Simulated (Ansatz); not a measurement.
## CdI₂: all-electron results

```
Cd I
1.0
     4.24400    0.00000    0.00000
    -2.12200    3.67541    0.00000
     0.00000    0.00000    6.85900
Cd I
1 2
Cartesian
  0.0000 0.0000 0.0000
  0.0000 2.4503 1.7093
  2.1220 1.2251 5.1497
```

Atom numbers follow the list: Cd1, I2, I3.

The conventional cell has a = 4.244 Å, b = 4.244 Å, c = 6.859 Å, α = 90.00°, β = 90.00°, γ = 120.00°. Cd (atom 1) is surrounded by 6 I at 2.99 Å. Around I (atom 2) lie 3 Cd at 2.99 Å.

The cell is COD entry 1539851, as deposited and not checked against the literature; nothing was relaxed. It differs from other determinations.

Spin–orbit coupling is left out, though it moves levels of the heavy atoms by tenths of an eV or more.

All numbers are computed: DFT, PBEsol, all-electron LAPW, scalar-relativistic (Ansatz 0.2.0); DFT, PBEsol, PAW with Ansatz's default frozen-core files, scalar-relativistic (Ansatz 0.2.0); DFT, PBEsol, all-electron PAW with datasets made for the crystal, scalar-relativistic (Ansatz 0.2.0).

For LAPW: a Γ-centred 8×8×5 k mesh, Fermi–Dirac smearing of 0.03 eV, basis error target 0.5 meV/atom, no spin polarisation. PAW takes a cutoff of 420 eV at this cell (files made with PBE, cores remade for this functional). The crystal-made all-electron datasets (AE datasets) take a cutoff of 240 eV at this cell. The Ansatz runs share mesh, smearing and spin set-up. Values come from LAPW unless marked.

Spin–orbit coupling is left out, which moves gradients at and beside heavy atoms by some per cent and at worst by a factor of two.

```
Largest force                               : 0.094 eV/Å on I2
Field gradients Vzz (crystal-made datasets) : Cd1 0.10 (η = 0.00), I2 -5.75 (η = 0.00) in 10²¹ V/m²
Bader charges (from the PAW run)            : Cd1 +0.75, I2 -0.38 e
Band gap                                    : 2.30 eV
Smallest direct gap on the path             : 2.51 eV
Stress xx, yy, zz (compression positive)    : -0.46, -0.46, -0.27 GPa
Volume per atom                             : 35.66 Å³
```

**Question.** Give the computed value. Pressure at this cell.

**Answer.** -0.40 GPa.

**Question.** Give the computed value. Löwdin charges (with 0.24 e of the cell spilling out of the atomic basis, so their sizes and signs hang on that basis).

**Answer.** Cd1 1.17, I2 -0.46 e.
